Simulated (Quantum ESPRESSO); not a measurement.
ZrS:

```
Zr S
1.0
     0.00000    2.62500    2.62500
     2.62500    0.00000    2.62500
     2.62500    2.62500    0.00000
Zr S
1 1
Direct
  0.00000 0.00000 0.00000
  0.50000 0.50000 0.50000
```

Below is the output of Quantum ESPRESSO 7.5 for this cell. Logs are shortened: lines on timing, memory, paths and dates and some standing lists are left out, and cuts for length are marked.

```text
This program is part of the open-source Quantum ESPRESSO suite
     for quantum simulation of materials; please cite
[... 6 lines left out ...]
     using ibrav=0 with symmetry is DISCOURAGED, use correct ibrav instead

     K-points division:     npool     =       2
     Subspace diagonalization in iterative solution of the eigenvalue problem:
     a serial algorithm will be used

     G-vector sticks info
     --------------------
     sticks:   dense  smooth     PW     G-vecs:    dense   smooth      PW
     Sum        1225     595    199                27989     9841    1807

     Using Slab Decomposition

     bravais-lattice index     =            0
     lattice parameter (alat)  =       7.0153  a.u.
     unit-cell volume          =     244.1263 (a.u.)^3
     number of atoms/cell      =            2
     number of atomic types    =            2
     number of electrons       =        18.00
     number of Kohn-Sham states=           18
     kinetic-energy cutoff     =      45.0000  Ry
     charge density cutoff     =     360.0000  Ry
     scf convergence threshold =      4.0E-10
     mixing beta               =       0.3000
     number of iterations used =            8  plain     mixing
     Exchange-correlation= SLA  PW   PSX  PSC
                           (   1   4  10   8   0   0   0)
     Hubbard projectors: ortho-atomic
     Hubbard parameters of DFT+U (Dudarev formulation) in eV:
     U(Zr-4d) =  3.0000

     Internal variables: lda_plus_u =T, lda_plus_u_kind = 0

     Internal variables: orbital_resolved =F, hub_pot_fix =F, apply_U = F

     celldm(1)=   7.015250  celldm(2)=   0.000000  celldm(3)=   0.000000
     celldm(4)=   0.000000  celldm(5)=   0.000000  celldm(6)=   0.000000

     crystal axes: (cart. coord. in units of alat)
               a(1) = (   0.000000   0.707107   0.707107 )
               a(2) = (   0.707107   0.000000   0.707107 )
               a(3) = (   0.707107   0.707107   0.000000 )

     reciprocal axes: (cart. coord. in units 2 pi/alat)
               b(1) = ( -0.707107  0.707107  0.707107 )
               b(2) = (  0.707107 -0.707107  0.707107 )
               b(3) = (  0.707107  0.707107 -0.707107 )

[... 128 lines left out ...]
       0.000 -0.000 -0.602  0.600  0.527
      -0.796  0.605 -0.000 -0.000 -0.000
      -0.000 -0.000  0.749  0.653  0.112
     occupation matrix ns (before diag.):
       0.216 -0.000 -0.000  0.000  0.000
      -0.000  0.330 -0.000  0.000  0.000
      -0.000 -0.000  0.330  0.000  0.000
       0.000  0.000  0.000  0.216 -0.000
       0.000  0.000  0.000 -0.000  0.330

     Number of occupied Hubbard levels =    2.8441

     Threshold (ethr) on eigenvalues was too large:
     Diagonalizing with lowered threshold

     Davidson diagonalization with overlap
     ethr =  4.05E-04,  avg # of iterations =  2.0

     negative rho (up, down):  5.993E-02 0.000E+00
[... 58 lines left out ...]
     iteration #  8     ecut=    45.00 Ry     beta= 0.30
     Davidson diagonalization with overlap
     ethr =  7.01E-10,  avg # of iterations =  1.1

     negative rho (up, down):  6.030E-02 0.000E+00

     End of self-consistent calculation

     =================== HUBBARD OCCUPATIONS ===================
     ------------------------ ATOM    1 ------------------------
     Tr[ns(  1)] =   3.11639
     eigenvalues:
       0.243  0.243  0.357  0.357  0.357
     eigenvectors (columns):
       0.605  0.796  0.000  0.000  0.000
       0.000 -0.000 -0.276  0.558 -0.783
       0.000 -0.000 -0.596  0.539  0.595
      -0.796  0.605 -0.000 -0.000 -0.000
      -0.000 -0.000  0.754  0.631  0.184
     occupation matrix ns (before diag.):
       0.243 -0.000 -0.000  0.000  0.000
      -0.000  0.357 -0.000  0.000  0.000
      -0.000 -0.000  0.357  0.000  0.000
       0.000  0.000  0.000  0.243 -0.000
       0.000  0.000  0.000 -0.000  0.357

     Number of occupied Hubbard levels =    3.1164

          k = 0.0000 0.0000 0.0000 (  1243 PWs)   bands (ev):

   -35.5893 -13.5574 -13.5574 -13.5574  -1.1170  11.2008  11.2008  11.2008
    13.5366  13.5366  13.5366  14.5243  14.5243  16.4086  21.7133  26.7167
    26.7167  26.7167

          k = 0.0786 0.0786-0.0786 (  1255 PWs)   bands (ev):
[... 199 lines left out ...]
   -35.5556 -13.7648 -13.7236 -13.6610   0.2210   8.3432   8.9278   8.9859
    14.4247  15.3512  16.7026  17.1675  17.6064  21.4441  22.2359  22.7617
    23.9195  25.6138

     the Fermi energy is    14.8143 ev

!    total energy              =    -123.12934576 Ry
     estimated scf accuracy    <          3.5E-10 Ry
     smearing contrib. (-TS)   =      -0.00095816 Ry
     internal energy E=F+TS    =    -123.12838760 Ry

     The total energy is F=E-TS. E is the sum of the following terms:
     one-electron contribution =     -13.54674143 Ry
     hartree contribution      =      15.38943152 Ry
     xc contribution           =     -26.20296903 Ry
     ewald contribution        =     -99.00116474 Ry
     Hubbard energy            =       0.23305608 Ry

     convergence has been achieved in   8 iterations

     negative rho (up, down):  6.030E-02 0.000E+00

     Forces acting on atoms (cartesian axes, Ry/au):

     atom    1 type  1   force =     0.00000000   -0.00000000   -0.00000000
     atom    2 type  2   force =    -0.00000000   -0.00000000    0.00000000

     Total force =     0.000000     Total SCF correction =     0.000000

     Computing stress (Cartesian axis) and pressure

     negative rho (up, down):  6.030E-02 0.000E+00
          total   stress  (Ry/bohr**3)                   (kbar)     P=      -33.95
  -0.00023081  -0.00000000   0.00000000          -33.95       -0.00        0.00
  -0.00000000  -0.00023081  -0.00000000           -0.00      -33.95       -0.00
   0.00000000  -0.00000000  -0.00023081            0.00       -0.00      -33.95

=------------------------------------------------------------------------------=
   JOB DONE.
=------------------------------------------------------------------------------=
```

Question: Write the input and the command behind it.

Answer: Single point with PBEsol+U, no spin polarisation. The files as run (others can give the same):

pw.in
```
&CONTROL
  calculation = 'scf'
  prefix = 'pwscf'
  outdir = './tmp'
  pseudo_dir = './pseudo'
  tprnfor = .true.
  tstress = .true.
  disk_io = 'nowf'
/
&SYSTEM
  ibrav = 0
  nat = 2
  ntyp = 2
  ecutwfc = 45
  ecutrho = 360
  nbnd = 18
  occupations = 'smearing'
  smearing = 'fd'
  degauss = 0.00367493
/
&ELECTRONS
  conv_thr = 4d-10
  electron_maxstep = 120
  mixing_beta = 0.3
/
ATOMIC_SPECIES
Zr    91.2240 zr_pbesol_v1.uspp.F.UPF
S     32.0600 s_pbesol_v1.4.uspp.F.UPF
CELL_PARAMETERS bohr
   0.0000000000    4.9605310771    4.9605310771
   4.9605310771    0.0000000000    4.9605310771
   4.9605310771    4.9605310771    0.0000000000
ATOMIC_POSITIONS bohr
Zr     0.0000000000    0.0000000000    0.0000000000
S      4.9605310771    4.9605310771    4.9605310771
K_POINTS automatic
9 9 9 0 0 0
HUBBARD {ortho-atomic}
U Zr-4d 3.0
```

Potentials or basis: GBRV 1.5 PBEsol.
Launch:
```console
$ OMP_NUM_THREADS=1 mpirun -n 2 pw.x -nk 2 -in pw.in > pw.out
```

Caveat: U without spin polarisation on a metal has little footing.
